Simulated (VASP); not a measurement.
A run of VASP 6.6.1 is set up as follows.

The input INCAR:

```
ALGO     = Normal         # electronic algorithm
EDIFF    = 1E-7           # SCF threshold, eV
EDIFFG   = -0.005         # ionic threshold
ENCUT    = 600            # plane-wave cutoff, eV
GGA      = CA             # functional
IBRION   = 2              # ionic algorithm
ISIF     = 3              # what is computed and relaxed
ISMEAR   = 0              # smearing method
LASPH    = True           # aspherical terms in the spheres
LCHARG   = False          # write CHGCAR
LREAL    = False          # projectors in reciprocal space
LWAVE    = False          # write WAVECAR
NELM     = 100            # most SCF steps
NSW      = 90             # ionic steps
PREC     = Accurate       # precision mode
SIGMA    = 0.02           # smearing width, eV
```

The input KPOINTS:

```
k-points
0
Gamma
  12 12 12
```

The input POSCAR:

```
BN
1.0
    0.0000000000      1.8130010000      1.8130010000
    1.8130010000      0.0000000000      1.8130010000
    1.8130010000      1.8130010000      0.0000000000
B N
1 1
Direct
    0.0000000000      0.0000000000      0.0000000000
    0.2500000000      0.2500000000      0.2500000000
```

Potentials or basis: VASP PAW LDA potentials, release 64 (B, N).

Run with:

```bash
$ cat potpaw_LDA.64/B/POTCAR potpaw_LDA.64/N/POTCAR > POTCAR
$ mpirun -np 1 vasp_std > vasp.out
```

(1) Predict the relaxed cell.

(2) What does it give for the band gap on the k mesh?

(3) Predict the space group after relaxing (to 0.05 Å).

Results:

(1) a = 2.533 Å, b = 2.533 Å, c = 2.533 Å, α = 60.00°, β = 60.00°, γ = 60.00°.

(2) 4.38 eV, indirect (least direct gap 8.81 eV).

(3) F-43m (No. 216).
